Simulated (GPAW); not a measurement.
The system is MoS2.

```
Mo S
1.0
     3.22746    0.00000    0.00000
    -1.61373    2.79507    0.00000
     0.00000    0.00000    6.31247
Mo S
1 2
Direct
  0.00000 0.00000 0.50000
  0.66667 0.33333 0.74468
  0.33333 0.66667 0.25532
```

Measurements of this composition are mostly on another form, of space group No. 194.

| Item | Value |
| --- | --- |
| Program | GPAW 26.7.0 |
| Task | relaxation of cell and atoms |
| Functional | PBE |
| Potentials or basis | GPAW PAW data sets (gpaw-data 1.2.1) |
| Cutoff | 600 eV |
| Basis | pw |
| k mesh | 9 × 9 × 4 |
| Occupations | fermi-dirac, width 0.05 eV |
| Spin | no spin polarisation |

At the start: pressure 1.0 GPa; volume 18.98 Å³/atom.

How do energy, volume and symmetry change on relaxing?

Over 14 steps the energy falls by 6.2 meV/atom and the volume is 19.99 Å³/atom (+5.3 %); space group P-3m1 (No. 164, to 0.05 Å).

The path:
```csv
step,energy change (eV),largest force (eV/Å),pressure (GPa),volume (Å³)
1,0.0000,0.2880,1.03,56.94
2,-0.0035,0.1849,0.42,57.04
3,-0.0071,0.0195,-0.70,57.19
4,-0.0078,0.0438,-0.75,57.14
5,-0.0104,0.0925,-0.44,56.78
6,-0.0109,0.0595,-0.04,56.62
7,-0.0110,0.0268,0.20,56.57
8,-0.0111,0.0130,0.29,56.57
9,-0.0115,0.0242,0.50,56.66
10,-0.0123,0.0646,0.71,56.89
11,-0.0139,0.1031,0.86,57.48
12,-0.0161,0.1014,0.74,58.44
13,-0.0180,0.0489,0.34,59.46
14,-0.0185,0.0079,0.06,59.96
```

Final structure:
```
Mo S
1.0
     3.19219    0.00000    0.00000
    -1.59609    2.76452    0.00000
     0.00000    0.00000    6.79410
Mo S
1 2
Direct
  0.00000 0.00000 0.50000
  0.66667 0.33333 0.73302
  0.33333 0.66667 0.26698
```

Caveat: later steps reuse the first step's grids; this functional lacks dispersion, which binds the layers, so the pressure and a relaxed spacing across them are unreliable.
